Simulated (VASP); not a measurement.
# TePb (Fm-3m) in VASP: further runs

The runs below take TePb through relaxation of cell and atoms, single point, with PBE.

All numbers are computed with VASP 6.6.1; they aren't measurements. Logs are shortened: lines on timing, memory, paths and dates and some standing lists are left out, and cuts for length are marked.

**Measured values to compare with.**

A printed reference work, monograph reports, for a bulk crystal of TePb at 4.2 K: band gap 0.19 eV (direct).

The runs below are set against these values where they give the same quantity.

## (1) Starting point

It takes space group Fm-3m (No. 225, cubic). The conventional cell has a = 6.525 Å, b = 6.525 Å, c = 6.525 Å, α = 90.00°, β = 90.00°, γ = 90.00°. Te (site symmetry m-3m) has 6 Pb at 3.26 Å as nearest neighbours. Around Pb (site symmetry m-3m) lie 6 Te at 3.26 Å.

## (2) Relaxation of cell and atoms, PBE, target pressure 0.85 GPa, at which the enthalpy is minimised

INCAR reads:

```
  PREC = Accurate
  ENCUT = 600
  EDIFF = 1E-6
  ISMEAR = 0
  SIGMA = 0.01
  LREAL = False
  LASPH = True
  NELM = 100
  ALGO = Normal
  ISIF = 3
  LWAVE = False
  LCHARG = False
  GGA = PE
  IBRION = 2
  NSW = 80
  EDIFFG = -0.002
  PSTRESS = 8.5
```

KPOINTS reads:

```
Automatic mesh
0
Gamma
  8 8 8
```

POSCAR reads:

```
TePb
1.0
    0.0000000000      3.2623960759      3.2623960759
    3.2623960759      0.0000000000      3.2623960759
    3.2623960759      3.2623960759      0.0000000000
Te Pb
1 1
Direct
    0.5000000000      0.5000000000      0.5000000000
    0.0000000000      0.0000000000      0.0000000000
```

Potentials or basis: VASP PAW PBE potentials, release 64 (Te, Pb_d).

On the command line:

```sh
> cat potpaw_PBE.64/Te/POTCAR potpaw_PBE.64/Pb_d/POTCAR > POTCAR
> mpirun -np 1 vasp_std > vasp.out
```

OUTCAR:

```text
PREC = Accurate
   ENCUT = 600
   EDIFF = 1E-6
   ISMEAR = 0
   LREAL = False
   LASPH = True
   NELM = 100
   ISIF = 3
   GGA = PE
   IBRION = 2
   NSW = 80
   EDIFFG = -0.002
   PSTRESS = 8.5

 ion  position               nearest neighbor table
   1  0.500  0.500  0.500-   2 3.26   2 3.26   2 3.26   2 3.26   2 3.26   2 3.26
   2  0.000  0.000  0.000-   1 3.26   1 3.26   1 3.26   1 3.26   1 3.26   1 3.26

  LATTYP: Found a face centered cubic cell.
 ALAT       =     6.5247921518

  Lattice vectors:

 A1 = (   0.0000000000,   3.2623960759,   3.2623960759)
 A2 = (   3.2623960759,   0.0000000000,   3.2623960759)
 A3 = (   3.2623960759,   3.2623960759,   0.0000000000)

Analysis of symmetry for initial positions (statically):
=====================================================================
 Subroutine PRICEL returns:
 Original cell was already a primitive cell.

 Routine SETGRP: Setting up the symmetry group for a
 face centered cubic supercell.

 Subroutine GETGRP returns: Found 48 space group operations
 (whereof 48 operations were pure point group operations)
 out of a pool of 48 trial point group operations.

The static configuration has the point symmetry O_h .

Analysis of symmetry for dynamics (positions and initial velocities):
=====================================================================
 Subroutine PRICEL returns:
 Original cell was already a primitive cell.

 Routine SETGRP: Setting up the symmetry group for a
 face centered cubic supercell.

 Subroutine GETGRP returns: Found 48 space group operations
 (whereof 48 operations were pure point group operations)
 out of a pool of 48 trial point group operations.

The dynamic configuration has the point symmetry O_h .

 Subroutine INISYM returns: Found 48 space group operations
 (whereof 48 operations are pure point group operations),
 and found     1 'primitive' translations

----------------------------------------------------------------------------------------

                                     Primitive cell

  volume of cell :      69.4449

  direct lattice vectors                    reciprocal lattice vectors
     0.000000000  3.262396076  3.262396076    -0.153261587  0.153261587  0.153261587
     3.262396076  0.000000000  3.262396076     0.153261587 -0.153261587  0.153261587
     3.262396076  3.262396076  0.000000000     0.153261587  0.153261587 -0.153261587

  length of vectors
     4.613724776  4.613724776  4.613724776     0.265456856  0.265456856  0.265456856

  position of ions in fractional coordinates (direct lattice)
     0.500000000  0.500000000  0.500000000
     0.000000000  0.000000000  0.000000000

  ion indices of the primitive-cell ions
   primitive index   ion index
                 1           1
                 2           2

----------------------------------------------------------------------------------------

 KPOINTS: Automatic mesh

Automatic generation of k-mesh.
 Grid dimensions read from file:
 generate k-points for:    8    8    8

 Generating k-lattice:

  Cartesian coordinates                     Fractional coordinates (reciprocal lattice)
    -0.019157698  0.019157698  0.019157698     0.125000000  0.000000000  0.000000000
     0.019157698 -0.019157698  0.019157698     0.000000000  0.125000000  0.000000000
     0.019157698  0.019157698 -0.019157698     0.000000000  0.000000000  0.125000000

  Length of vectors
     0.033182107  0.033182107  0.033182107

  Shift w.r.t. Gamma in fractional coordinates (k-lattice)
     0.000000000  0.000000000  0.000000000

 Subroutine IBZKPT returns following result:
 ===========================================

 Found     29 irreducible k-points:

 Following reciprocal coordinates:
            Coordinates               Weight
  0.000000  0.000000  0.000000      1.000000
  0.125000  0.000000  0.000000      8.000000
  0.250000  0.000000  0.000000      8.000000
  0.375000  0.000000  0.000000      8.000000
  0.500000  0.000000  0.000000      4.000000
  0.125000  0.125000  0.000000      6.000000
[... 16 lines left out ...]
  0.500000  0.250000  0.125000     48.000000
 -0.375000  0.250000  0.125000     24.000000
 [... further k-points ...]
   k-points           NKPTS =     29   k-points in BZ     NKDIM =     29   number of bands    NBANDS=     14
   number of dos      NEDOS =    301   number of ions     NIONS =      2
   total plane-waves  NPLWV =  64000
   dimension x,y,z NGX =    40 NGY =   40 NGZ =   40
   dimension x,y,z NGXF=    80 NGYF=   80 NGZF=   80
   ions per type =               1   1
   NGX,Y,Z   is equivalent  to a cutoff of  14.41, 14.41, 14.41 a.u.
   NGXF,Y,Z  is equivalent  to a cutoff of  28.83, 28.83, 28.83 a.u.
 SYSTEM =  unknown system
   PREC   = accura    normal or accurate (medium, high low for compatibility)
   ISTART =      0    job   : 0-new  1-cont  2-samecut
   ICHARG =      2    charge: 1-file 2-atom 10-const
   ISPIN  =      1    spin polarized calculation?
   LNONCOLLINEAR =      F non collinear calculations
   LSORBIT =      F    spin-orbit coupling
   LASPH  =      T    aspherical Exc in radial PAW
   ENCUT  =  600.0 eV  44.10 Ry    6.64 a.u.   9.21  9.21  9.21*2*pi/ulx,y,z
   NELM   =    100;   NELMIN=  2; NELMDL= -5     # of ELM steps
   EDIFF  = 0.1E-05   stopping-criterion for ELM
   LREAL  =      F    real-space projection
   EDIFFG = -.2E-02   stopping-criterion for IOM
   NSW    =     80    number of steps for IOM
   IBRION =      2    ionic relax: 0-MD 1-quasi-New 2-CG
   NFREE  =      1    steps in history (QN), initial steepest desc. (CG)
   ISIF   =      3    stress and relaxation
   ISYM   =      2    0-nonsym 1-usesym 2-fastsym
   POTIM  = 0.5000    time-step for ionic-motion
   TEBEG  =    0.0;   TEEND  =   0.0 temperature during run
   PSTRESS=    8.5 pullay stress
   NELECT =      20.0000    total number of electrons
   NUPDOWN=      -1.0000    fix difference up-down
   EMIN   =  10.00;   EMAX   =-10.00  energy-range for DOS
   EFERMI =   0.00;   METHOD = LEGACY
   ISMEAR =     0;   SIGMA  =   0.01  broadening in eV -4-tet -1-fermi 0-gaus
   EFERMI_NEDOS =   21; number of points for ismear=-14 and -15
   IALGO  =     38    algorithm
   IMIX   =      4    mixing-type and parameters
     AMIX     =   0.40;   BMIX     =  1.00
     AMIX_MAG =   1.60;   BMIX_MAG =  1.00
  volume/ion in A,a.u.               =      34.72       234.32
  Fermi-wavevector in a.u.,A,eV,Ry     =   1.081114  2.043009 15.902590  1.168807
  Thomas-Fermi vector in A             =   2.217122
   LORBIT       =      0    0 simple, 1 ext, 2 COOP (PROOUT), +10 PAW based schemes
   GGA     = PE    functional components
   LHFCALC =     F    Hartree Fock is set to
   AEXX    =    0.0000 exact exchange contribution
   IVDW    =     0    specifies the selected vdW correction
   LEPSILON=     F    determine dielectric tensor
   LRPA    =     F    only Hartree local field effects (RPA)
 conjugate gradient relaxation of ions
 non-spin polarized calculation
 Gauss-broadening in eV      SIGMA  =   0.01
  energy-cutoff  :      600.00
  volume of cell :       69.44
 maximum number of plane-waves:      2337
 NGX is ok and might be reduce to    40
   NGX = 19   NGY = 19   NGZ = 19

--------------------------------------- Ionic step        1  -------------------------------------------

 number of electron      20.0000000 magnetization

 Free energy of the ion-electron system (eV)
  ---------------------------------------------------
  ext. energy  EPLUGINS =         0.00000000
  ---------------------------------------------------
  free energy    TOTEN  =        -7.51938497 eV

  energy without entropy =       -7.51938497  energy(sigma->0) =       -7.51938497

------------------------ aborting loop because EDIFF is reached ----------------------------------------

  FORCE on cell =-STRESS in cart. coord.  units (eV):
  Direction    XX          YY          ZZ          XY          YZ          ZX
  --------------------------------------------------------------------------------------
  -------------------------------------------------------------------------------------
  Total        0.3440029      0.3440029      0.3440029      0.0000000     -0.0000000      0.0000000
  in kB        7.9365666      7.9365666      7.9365666      0.0000000     -0.0000000      0.0000000
  external PRESSURE =      -0.5634334 kB  Pullay stress =       8.5000000 kB
[... 99 lines left out ...]
  enthalpy is  TOTEN    =        -7.1509681094 eV   P V=        0.3681331338

--------------------------------------- Ionic step        4  -------------------------------------------

 number of electron      20.0000000 magnetization

 Free energy of the ion-electron system (eV)
  ---------------------------------------------------
  ext. energy  EPLUGINS =         0.00000000
  ---------------------------------------------------
  free energy    TOTEN  =        -7.51918854 eV

  energy without entropy =       -7.51918854  energy(sigma->0) =       -7.51918854

 E-fermi :   5.3308     XC(G=0):  -9.1725

 val. band max:        5.2572859185   @ k =   0.5000   0.0000   0.0000
 cond. band min:       6.0504242498   @ k =   0.5000   0.0000   0.0000
 fundamental gap:      0.7931383314
 Fermi energy:         5.3308200713

 k-point     1 :       0.0000    0.0000    0.0000
  band No.  band energies     occupation
      1     -11.4167      2.00000
      2     -11.4167      2.00000
      3     -11.4096      2.00000
      4     -11.4096      2.00000
      5     -11.4096      2.00000
      6      -6.5242      2.00000
      7      -0.4045      2.00000
      8       4.0227      2.00000
      9       4.0227      2.00000
     10       4.0227      2.00000
     11       9.3068      0.00000
     12       9.3068      0.00000
     13       9.3068      0.00000
     14      11.1232      0.00000
[... 375 lines left out ...]
 k-point    24 :      -0.3750    0.2500    0.1250
  band No.  band energies     occupation
      1     -11.4415      2.00000
      2     -11.4234      2.00000
      3     -11.4040      2.00000
      4     -11.3990      2.00000
      5     -11.3919      2.00000
      6      -4.9879      2.00000
      7      -2.9340      2.00000
      8       2.6471      2.00000
      9       2.8418      2.00000
     10       4.8474      2.00000
     11       6.6451      0.00000
     12       8.8045      0.00000
     13       9.2304      0.00000
     14      12.1219      0.00000

 [... further k-points ...]
[... 5 lines left out ...]
  --------------------------------------------------------------------------------------
  -------------------------------------------------------------------------------------
  Total        0.3662781      0.3662781      0.3662781      0.0000000      0.0000000      0.0000000
  in kB        8.4551258      8.4551258      8.4551258      0.0000000      0.0000000      0.0000000
  external PRESSURE =      -0.0448742 kB  Pullay stress =       8.5000000 kB
[... 17 lines left out ...]
  FREE ENERGIE OF THE ION-ELECTRON SYSTEM (eV)
  ---------------------------------------------------
  free  energy   TOTEN  =        -7.5191885398 eV

  energy  without entropy=       -7.5191885398  energy(sigma->0) =       -7.51918854

  enthalpy is  TOTEN    =        -7.1509664289 eV   P V=        0.3682221108

 reached required accuracy - stopping structural energy minimisation
```

Wall time 45 s (1 thread of Intel Xeon Platinum 8488C (Sapphire Rapids), shared host); peak memory 0.25 GiB.

Results:

* Free energy: -7.5192 eV
* Relaxed volume: 34.70 Å³/atom
* Relaxed cell: a = 4.613 Å, b = 4.613 Å, c = 4.613 Å, α = 60.00°, β = 60.00°, γ = 60.00°
* Space group after relaxing (to 0.05 Å): Fm-3m (No. 225)
* Energy change on relaxing (the enthalpy is what falls): +0.1 meV/atom
* Ionic steps: 4
* Pressure after relaxing: 0.8 GPa
* Band gap on the k mesh: 0.79 eV, direct

The path:
```
step  energy change (eV)  largest force (eV/Å)  pressure (GPa)  volume (Å³)
   1              0.0000                0.0000            0.79        69.44
   2              0.0007                0.0000            0.89        69.32
   3              0.0003                0.0000            0.87        69.39
   4              0.0002                0.0000            0.85        69.41
```

Final structure:
```
Te Pb
1.0
     0.00000    3.26180    3.26180
     3.26180    0.00000    3.26180
     3.26180    3.26180    0.00000
Te Pb
1 1
Cartesian
  3.2618 3.2618 3.2618
  0.0000 0.0000 0.0000
```

Levels at points of the mesh, in eV from the valence-band top:
| k point | band 8 | band 9 | band 10 | band 11 | band 12 | band 13 |
| --- | --- | --- | --- | --- | --- | --- |
| (0.00, 0.00, 0.00) | -1.23 | -1.23 | -1.23 | 4.05 | 4.05 | 4.05 |
| (0.50, 0.00, 0.00) | -0.80 | -0.80 | 0.00 | 0.79 | 1.35 | 1.35 |
| (0.50, 0.50, 0.00) | -4.27 | -2.63 | -2.63 | 3.42 | 5.38 | 5.38 |

Caveat: the cell is relaxed towards a set pressure, so the enthalpy falls and the energy may rise; spin-orbit coupling is left out, which as a rule narrows the gap of such compounds by several tenths of an eV. A k mesh can miss the band edges.

## (3) Single point, PBE

This run uses another cell than the first one, of 31.97 Å³/atom, 0.921 times its volume.

INCAR reads:

```
SYSTEM = TePb
PREC = Accurate
ENCUT = 520
EDIFF = 1E-6
ISMEAR = 0
SIGMA = 0.01
LREAL = .False.
LASPH = .True.
NELM = 100
ALGO = Normal
ISIF = 2
LWAVE = .False.
LCHARG = .False.
GGA = PE
NBANDS = 17
```

KPOINTS reads:

```
Automatic mesh
0
Gamma
  8 8 8
  0 0 0
```

POSCAR reads:

```
TePb
1.0
    0.0000000000      3.1738191248      3.1738191248
    3.1738191248      0.0000000000      3.1738191248
    3.1738191248      3.1738191248      0.0000000000
Te Pb
1 1
Direct
    0.5000000000      0.5000000000      0.5000000000
    0.0000000000      0.0000000000      0.0000000000
```

Potentials or basis: VASP PAW PBE potentials, release 64 (Te, Pb_d).

On the command line:

```sh
> cat potpaw_PBE.64/Te/POTCAR potpaw_PBE.64/Pb_d/POTCAR > POTCAR
> mpirun -np 1 vasp_std > vasp.out
```

It took 17 s on 1 thread of Intel Xeon Platinum 8488C (Sapphire Rapids), shared host; peak memory 0.21 GiB.

The run converged. Its results:

| Item | Value |
| --- | --- |
| Free energy | -7.4242 eV |
| Pressure | 5.0 GPa |
| Band gap on the k mesh | 0.61 eV, direct |

Levels at points of the mesh, in eV from the valence-band top:
| k point | band 6 | band 7 | band 8 | band 9 | band 10 | band 11 | band 12 | band 13 | band 14 | band 15 |
| --- | --- | --- | --- | --- | --- | --- | --- | --- | --- | --- |
| (0.00, 0.00, 0.00) | -12.50 | -5.47 | -1.58 | -1.58 | -1.58 | 4.11 | 4.11 | 4.11 | 5.65 | 5.65 |
| (0.50, 0.00, 0.00) | -10.92 | -8.91 | -1.08 | -1.08 | 0.00 | 0.61 | 1.11 | 1.11 | 8.43 | 9.20 |
| (0.50, 0.50, 0.00) | -10.61 | -7.40 | -4.95 | -3.14 | -3.14 | 3.03 | 5.65 | 5.65 | 7.01 | 10.20 |

Caveat: spin-orbit coupling is left out, which as a rule narrows the gap of such compounds by several tenths of an eV.

## (4) Relaxation of cell and atoms, PBE, target pressure 5.02 GPa, at which the enthalpy is minimised

This run uses another cell than the first one, of 32.08 Å³/atom, 0.924 times its volume.

INCAR reads:

```
SYSTEM = TePb
PREC = Accurate
ENCUT = 600
EDIFF = 1E-6
ISMEAR = 0
SIGMA = 0.01
LREAL = .FALSE.
LASPH = .TRUE.
NELM = 100
ALGO = Normal
ISIF = 3
LWAVE = .FALSE.
LCHARG = .FALSE.
GGA = PE
IBRION = 2
NSW = 80
EDIFFG = -0.002
PSTRESS = 50.199999999999996
```

KPOINTS reads:

```
regular mesh
0
G
  8 8 8
  0 0 0
```

POSCAR reads:

```
TePb
1.0
    0.0000000000      3.1773157284      3.1773157284
    3.1773157284      0.0000000000      3.1773157284
    3.1773157284      3.1773157284      0.0000000000
Te Pb
1 1
Direct
    0.5000000000      0.5000000000      0.5000000000
    0.0000000000      0.0000000000      0.0000000000
```

On the command line:

```sh
> cat potpaw_PBE.64/Te/POTCAR potpaw_PBE.64/Pb_d/POTCAR > POTCAR
> mpirun -np 1 vasp_std > vasp.out
```

It took 30 s on 1 thread of Intel Xeon Platinum 8488C (Sapphire Rapids), shared host; peak memory 0.22 GiB.

The run converged. Its results:

```
Free energy                                            : -7.4239 eV
Relaxed volume                                         : 31.96 Å³/atom
Relaxed cell                                           : a = 4.488 Å, b = 4.488 Å, c = 4.488 Å, α = 60.00°, β = 60.00°, γ = 60.00°
Space group after relaxing (to 0.05 Å)                 : Fm-3m (No. 225)
Energy change on relaxing (the enthalpy is what falls) : +3.4 meV/atom
Ionic steps                                            : 3
Pressure after relaxing                                : 5.0 GPa
Band gap on the k mesh                                 : 0.61 eV, direct
```

Step by step:
| step | energy change (eV) | largest force (eV/Å) | pressure (GPa) | volume (Å³) |
| --- | --- | --- | --- | --- |
| 1 | 0.0000 | 0.0000 | 4.79 | 64.15 |
| 2 | 0.0135 | 0.0000 | 5.23 | 63.72 |
| 3 | 0.0069 | 0.0000 | 5.02 | 63.93 |

Final structure:
```
CELL_PARAMETERS angstrom
0.00000 3.17360 3.17360
3.17360 0.00000 3.17360
3.17360 3.17360 0.00000
ATOMIC_POSITIONS crystal
Te 0.50000 0.50000 0.50000
Pb 0.00000 0.00000 0.00000
```

Levels at points of the mesh, in eV from the valence-band top:
```tsv
k point	band 6	band 7	band 8	band 9	band 10	band 11	band 12	band 13	band 14
(0.00, 0.00, 0.00)	-12.50	-5.47	-1.58	-1.58	-1.58	4.11	4.11	4.11	5.65
(0.50, 0.00, 0.00)	-10.92	-8.91	-1.08	-1.08	0.00	0.61	1.11	1.11	8.43
(0.50, 0.50, 0.00)	-10.61	-7.40	-4.96	-3.14	-3.14	3.03	5.65	5.65	7.01
```

Caveat: the cell is relaxed towards a set pressure, so the enthalpy falls and the energy may rise; spin-orbit coupling is left out, which as a rule narrows the gap of such compounds by several tenths of an eV. A k mesh can miss the band edges.

## (5) The runs side by side

| task | cell | cutoff (eV) | target pressure | gap on the mesh (eV) | pressure (GPa) |
| --- | --- | --- | --- | --- | --- |
| relaxation of cell and atoms | relaxed to 0.85 GPa | 600 | 0.85 GPa | 0.79 | 0.8 |
| single point | Fm-3m, 31.97 Å³/atom | 520 | - | 0.61 | 5.0 |
| relaxation of cell and atoms | relaxed to 5.02 GPa | 600 | 5.02 GPa | 0.61 | 5.0 |

Alike in all rows: level PBE; potentials or basis VASP PAW PBE potentials, release 64 (Te, Pb_d); no spin polarisation; k mesh 8 × 8 × 8; smearing gaussian 0.01 eV.

Caveats: spin-orbit coupling is left out, which as a rule narrows the gap of such compounds by several tenths of an eV; the cell is relaxed towards a set pressure, so the enthalpy falls and the energy may rise (some runs).

Total energies depend on the potentials used, so only differences within one code and one set of settings carry meaning.

## (6) How close it comes

Step 3. A measured gap of TePb is 0.19 eV (direct; 4.2 K; a printed reference work, monograph); the calculated 0.61 eV misses it by +0.42 eV. Spin-orbit coupling on Pb, Te is left out. The value is that of PBE on a finite k mesh, which can miss the band edges, without temperature or zero-point motion.
